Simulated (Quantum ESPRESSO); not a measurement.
# CoO: parallel and opposed starts

Does CoO prefer parallel or opposed moments, or none?

Main program and level: Quantum ESPRESSO 7.5; LDA with U = 2.1 eV on Co d (ortho-atomic projectors); plane waves with GBRV 1.5 LDA potentials, no spin-orbit coupling.

Most raw output is cut from this account.

**1. Starting point**

Symmetry: I4/mmm, No. 139, tetragonal system. The conventional cell has a = 3.016 Å, b = 3.016 Å, c = 4.214 Å, α = 90.00°, β = 90.00°, γ = 90.00°. Nearest to Co lie 6 O at 2.11 to 2.13 Å. Nearest to O lie 6 Co at 2.11 to 2.13 Å. Farther neighbours and most contacts between anions are not listed.

As a file:

```cif
data_structure
_symmetry_space_group_name_H-M 'I4/mmm'
_symmetry_Int_Tables_number 139
_cell_length_a 3.0160
_cell_length_b 3.0160
_cell_length_c 4.2145
_cell_angle_alpha 90.000
_cell_angle_beta 90.000
_cell_angle_gamma 90.000
_cell_volume 38.34
loop_
_atom_site_label
_atom_site_type_symbol
_atom_site_symmetry_multiplicity
_atom_site_Wyckoff_symbol
_atom_site_fract_x
_atom_site_fract_y
_atom_site_fract_z
_atom_site_occupancy
Co1 Co 2 a 0.00000 0.00000 0.00000 1
O1 O 2 b 0.00000 0.00000 0.50000 1
```

The cell comes from the Crystallography Open Database.

**2. Run 1, typed as ferro +**

The signs are those of the starting moments on the seeded atoms, the atoms that are given a moment.

pw.in reads:

```
&CONTROL
  calculation = 'scf'
  prefix = 'pwscf'
  outdir = './tmp'
  pseudo_dir = './pseudo'
  disk_io = 'nowf'
  tprnfor = .true.
  tstress = .true.
/
&SYSTEM
  ibrav = 0
  nat = 2
  ntyp = 2
  ecutwfc = 40
  ecutrho = 280
  nbnd = 20
  occupations = 'smearing'
  smearing = 'fd'
  degauss = 0.00999582
  nspin = 2
  starting_magnetization(1) = 0.1765
  starting_magnetization(2) = 0
/
&ELECTRONS
  conv_thr = 4d-09
  electron_maxstep = 150
  mixing_beta = 0.3
/
ATOMIC_SPECIES
Co     58.9332 co_lda_v1.2.uspp.F.UPF
O      15.9990 o_lda_v1.2.uspp.F.UPF
CELL_PARAMETERS bohr
  -2.8497069959    2.8497069959    3.9821207230
   2.8497069959   -2.8497069959    3.9821207230
   2.8497069959    2.8497069959   -3.9821207230
ATOMIC_POSITIONS crystal
Co      0.0000000000    0.0000000000    0.0000000000
O       0.5000000000    0.5000000000    0.0000000000
K_POINTS automatic
10 10 10 0 0 0
HUBBARD {ortho-atomic}
U Co-3d 2.1000
```

Launch:

```console
$ OMP_NUM_THREADS=1 mpirun -n 2 pw.x -nk 2 -in pw.in > pw.out
```

It took 60 s on 2 MPI ranks of Arm Neoverse N1, shared host; peak memory 0.18 GiB; 2 min of CPU time.

Spin moment in the atom's sphere by atom:

| atom | spin moment in the atom's sphere (μB) |
| --- | --- |
| Co1 | 2.51 |
| O2 | 0.30 |

Read from the output:

- smearing term TS: 0.1736 eV
- pressure: -14.02 GPa
- magnetization: 2.929 μB
- absolute magnetization: 2.945 μB
- final state: ferromagnetic

**3. Run 2, typed as antiferro q=(1/2,1/2,1/2) +−**

The cell is doubled to 4 atoms to hold this order. The wavevector q is in fractions of the reciprocal vectors of the crystal's primitive cell, as the cells of these inputs are built from it; moments change sign between cells as cos(2π q·R).

pw.in reads:

```
&CONTROL
  calculation = 'scf'
  prefix = 'pwscf'
  outdir = './tmp'
  pseudo_dir = './pseudo'
  disk_io = 'nowf'
  tprnfor = .true.
  tstress = .true.
/
&SYSTEM
  ibrav = 0
  nat = 4
  ntyp = 3
  ecutwfc = 40
  ecutrho = 280
  nbnd = 32
  occupations = 'smearing'
  smearing = 'fd'
  degauss = 0.00999582
  nspin = 2
  starting_magnetization(1) = 0.1765
  starting_magnetization(2) = -0.1765
  starting_magnetization(3) = 0
/
&ELECTRONS
  conv_thr = 8d-09
  electron_maxstep = 150
  mixing_beta = 0.3
/
ATOMIC_SPECIES
Co1    58.9332 co_lda_v1.2.uspp.F.UPF
Co2    58.9332 co_lda_v1.2.uspp.F.UPF
O      15.9990 o_lda_v1.2.uspp.F.UPF
CELL_PARAMETERS bohr
  -5.6994139919    5.6994139919    7.9642414461
   0.0000000000    0.0000000000    7.9642414461
   0.0000000000    5.6994139919    0.0000000000
ATOMIC_POSITIONS crystal
Co1     0.0000000000    0.0000000000    0.0000000000
Co2     0.5000000000    0.0000000000    0.0000000000
O       0.0000000000    0.5000000000    0.0000000000
O       0.5000000000    0.5000000000    0.0000000000
K_POINTS automatic
5 10 10 0 0 0
HUBBARD {ortho-atomic}
U Co1-3d 2.1000
U Co2-3d 2.1000
```

It took 3.6 min on 2 MPI ranks; peak memory 0.29 GiB.

Spin moment in the atom's sphere by atom:

| atom | spin moment in the atom's sphere (μB) |
| --- | --- |
| Co1 | 2.33 |
| Co2 | -2.33 |
| O3 | -0.05 |
| O4 | 0.05 |

This step gave:

```yaml
smearing_term_ts: 0.3822 eV
pressure: -14.68 GPa
magnetization: 0 μB
absolute_magnetization: 5.024 μB
final_state: antiferromagnetic
```

**4. Start 3: antiferro q=(0,1/2,0) +−**

This order needs a doubled cell of 4 atoms.

Edit pw.in of step 3 so:

```diff
@@ -34,12 +34,12 @@
 CELL_PARAMETERS bohr
-  -5.6994139919    5.6994139919    7.9642414461
-   0.0000000000    0.0000000000    7.9642414461
-   0.0000000000    5.6994139919    0.0000000000
+  -2.8497069959    2.8497069959    3.9821207230
+   5.6994139919   -5.6994139919    7.9642414461
+   2.8497069959    2.8497069959   -3.9821207230
 ATOMIC_POSITIONS crystal
 Co1     0.0000000000    0.0000000000    0.0000000000
-Co2     0.5000000000    0.0000000000    0.0000000000
-O       0.0000000000    0.5000000000    0.0000000000
-O       0.5000000000    0.5000000000    0.0000000000
+Co2     0.0000000000    0.5000000000    0.0000000000
+O       0.5000000000    0.2500000000    0.0000000000
+O       0.5000000000    0.7500000000    0.0000000000
 K_POINTS automatic
-5 10 10 0 0 0
+10 5 10 0 0 0
 HUBBARD {ortho-atomic}
```

Run time: 7.3 min. Hardware: 2 MPI ranks; peak memory 0.39 GiB; 14 min of CPU time.

Spin moment in the atom's sphere by atom:

| atom | spin moment in the atom's sphere (μB) |
| --- | --- |
| Co1 | 2.44 |
| Co2 | -2.44 |
| O3 | 0.00 |
| O4 | 0.00 |

Read from the output:

```yaml
smearing_term_ts: 0.3364 eV
pressure: -16.26 GPa
magnetization: 0 μB
absolute_magnetization: 5.222 μB
final_state: antiferromagnetic
```

**5. Start 4: antiferro q=(0,0,1/2) +−**

The cell is doubled to 4 atoms to hold this order.

Edit pw.in of step 4 so:

```diff
@@ -35,11 +35,11 @@
   -2.8497069959    2.8497069959    3.9821207230
-   5.6994139919   -5.6994139919    7.9642414461
-   2.8497069959    2.8497069959   -3.9821207230
+   2.8497069959   -2.8497069959    3.9821207230
+   5.6994139919    5.6994139919   -7.9642414461
 ATOMIC_POSITIONS crystal
 Co1     0.0000000000    0.0000000000    0.0000000000
-Co2     0.0000000000    0.5000000000    0.0000000000
-O       0.5000000000    0.2500000000    0.0000000000
-O       0.5000000000    0.7500000000    0.0000000000
+Co2     0.0000000000    0.0000000000    0.5000000000
+O       0.5000000000    0.5000000000    0.0000000000
+O       0.5000000000    0.5000000000    0.5000000000
 K_POINTS automatic
-10 5 10 0 0 0
+10 10 5 0 0 0
 HUBBARD {ortho-atomic}
```

It took 7 min on 2 MPI ranks; peak memory 0.33 GiB.

This step gave:

```
smearing term TS       : 0.3015 eV
pressure               : -13.41 GPa
magnetization          : 0 μB
absolute magnetization : 5.307 μB
final state            : antiferromagnetic
largest moment         : 2.426 μB
```

**6. Run 5, typed as no spin polarisation**

pw.in reads:

```
&CONTROL
  calculation = 'scf'
  prefix = 'pwscf'
  outdir = './tmp'
  pseudo_dir = './pseudo'
  disk_io = 'nowf'
  tprnfor = .true.
  tstress = .true.
/
&SYSTEM
  ibrav = 0
  nat = 2
  ntyp = 2
  ecutwfc = 40
  ecutrho = 280
  nbnd = 18
  occupations = 'smearing'
  smearing = 'fd'
  degauss = 0.00999582
/
&ELECTRONS
  conv_thr = 4d-09
  electron_maxstep = 150
  mixing_beta = 0.3
/
ATOMIC_SPECIES
Co     58.9332 co_lda_v1.2.uspp.F.UPF
O      15.9990 o_lda_v1.2.uspp.F.UPF
CELL_PARAMETERS bohr
  -2.8497069959    2.8497069959    3.9821207230
   2.8497069959   -2.8497069959    3.9821207230
   2.8497069959    2.8497069959   -3.9821207230
ATOMIC_POSITIONS crystal
Co      0.0000000000    0.0000000000    0.0000000000
O       0.5000000000    0.5000000000    0.0000000000
K_POINTS automatic
10 10 10 0 0 0
HUBBARD {ortho-atomic}
U Co-3d 2.1000
```

Elapsed: 20 s, on 2 MPI ranks; peak memory 0.15 GiB; 40 s of CPU time.

Read from the output:

* smearing term TS: 0.1272 eV
* pressure: -33.59 GPa
* final state: non-magnetic (no spin polarisation)

**7. What a mistake does**

One input was spoiled on purpose, to see how the program answers.

pw.in reads:

```
&CONTROL
  calculation = 'scf'
  prefix = 'pwscf'
  outdir = './tmp'
  pseudo_dir = './pseudo'
  disk_io = 'nowf'
  tprnfor = .true.
  tstress = .true.
/
&SYSTEM
  ibrav = 0
  nat = 2
  ntyp = 2
  ecutwfc = 40
  ecutrho = 280
  nbnd = 20
  occupations = 'smearing'
  smearing = 'fd'
  degauss = 0.00999582
  nspin = 2
  starting_magnetization(1) = 0.1765
  starting_magnetization(2) = 0
&ELECTRONS
  conv_thr = 4d-09
  electron_maxstep = 50
  mixing_beta = 0.3
/
ATOMIC_SPECIES
Co     58.9332 co_lda_v1.2.uspp.F.UPF
O      15.9990 o_lda_v1.2.uspp.F.UPF
CELL_PARAMETERS angstrom
  -1.5080000000    1.5080000000    2.1072475377
   1.5080000000   -1.5080000000    2.1072475377
   1.5080000000    1.5080000000   -2.1072475377
ATOMIC_POSITIONS crystal
Co      0.0000000000    0.0000000000    0.0000000000
O       0.5000000000    0.5000000000    0.0000000000
K_POINTS automatic
10 10 10 0 0 0
HUBBARD {ortho-atomic}
U Co-3d 2.1000
```

Wall time 0.52 s (2 MPI ranks); peak memory 0.07 GiB.

The program refused the input before any cycle.

The program's message: “read_namelists (1): bad line in namelist &system: "&ELECTRONS" (error could be in the previous line)”

The fault put into the input: a namelist without its slash.

**8. The states side by side**

An order is kept where moments of 0.15 μB or more survive with the typed signs; meshes match where a doubled cell samples the same k points as the first cell.

Orders:

| start | final state | typed order kept | energy over the lowest (meV a seeded atom) | largest site moment (μB) | net moment (μB a cell of the first run) | mesh matched | CPU time (s) |
| --- | --- | --- | --- | --- | --- | --- | --- |
| ferro + | ferromagnetic | yes | 83.09 | 2.515 | 2.929 | yes | 120.5 |
| antiferro q=(1/2,1/2,1/2) +- | antiferromagnetic | yes | 154.5 | 2.334 | 0 | yes | 430.2 |
| antiferro q=(0,1/2,0) +- | antiferromagnetic | yes | 0 | 2.442 | 0 | yes | 869.9 |
| antiferro q=(0,0,1/2) +- | antiferromagnetic | yes | 119.8 | 2.426 | 0 | yes | 838.9 |
| no spin polarisation | non-magnetic | - | 610.6 | 0 | 0 | yes | 39.58 |

**9. Fillings of the first corrected shells**

| start | type | spin | occupation numbers |
| --- | --- | --- | --- |
| ferro + | Co | up | 0.986 0.990 0.993 0.993 0.994 |
| ferro + | Co | down | 0.162 0.164 0.657 0.697 0.697 |
| antiferro q=(1/2,1/2,1/2) +- | Co1 | up | 0.957 0.963 0.990 0.990 0.992 |
| antiferro q=(1/2,1/2,1/2) +- | Co1 | down | 0.138 0.147 0.679 0.679 0.839 |
| antiferro q=(1/2,1/2,1/2) +- | Co2 | up | 0.138 0.147 0.679 0.679 0.839 |
| antiferro q=(1/2,1/2,1/2) +- | Co2 | down | 0.957 0.963 0.990 0.990 0.992 |
| antiferro q=(0,1/2,0) +- | Co1 | up | 0.981 0.982 0.992 0.992 0.993 |
| antiferro q=(0,1/2,0) +- | Co1 | down | 0.189 0.192 0.629 0.659 0.748 |
| antiferro q=(0,1/2,0) +- | Co2 | up | 0.189 0.192 0.630 0.659 0.747 |
| antiferro q=(0,1/2,0) +- | Co2 | down | 0.981 0.982 0.992 0.993 0.993 |
| antiferro q=(0,0,1/2) +- | Co1 | up | 0.970 0.978 0.990 0.992 0.993 |
| antiferro q=(0,0,1/2) +- | Co1 | down | 0.140 0.155 0.507 0.663 0.958 |
| antiferro q=(0,0,1/2) +- | Co2 | up | 0.140 0.155 0.507 0.663 0.958 |
| antiferro q=(0,0,1/2) +- | Co2 | down | 0.970 0.978 0.990 0.992 0.993 |

**10. Results**

- moments, largest by run: 2.51, 2.33, 2.44, 2.43, 0 μB
- spread of the energies of the runs with moments: 154 meV a seeded atom

**Reading.** Under a U these runs seem to end in unlike orbital states: the fillings of their corrected shells differ, or their energies lie too far apart for exchange alone. The differences are then no exchange energies, and the ranking says little of the magnetic order. Seeding all runs from one set of occupation matrices is the usual remedy. Energies are free energies at an electronic temperature of 1580 K, which lowers moments and differences where the moments are itinerant. The smearing term is large for its width, so states at the Fermi level are partly filled: at this level the cell is a metal or has a gap of a few widths at most.

[Logs and program files are shortened in this print: banners, set-up blocks, solver, clock and traceback lines can be left out without a mark of their own.]

[Logs are printed without paths, hosts, clocks, repeated set-up lines and the standing remarks that a program may print on its own settings, such as how far it seeks lower states.]

[Hosts, paths, dates, database ids (printed as entryN), source tags and the programs' standing remarks are cut or masked in the printed files.]

[Where a cell is said to come from a database of computed structures, the database is the Materials Project.]
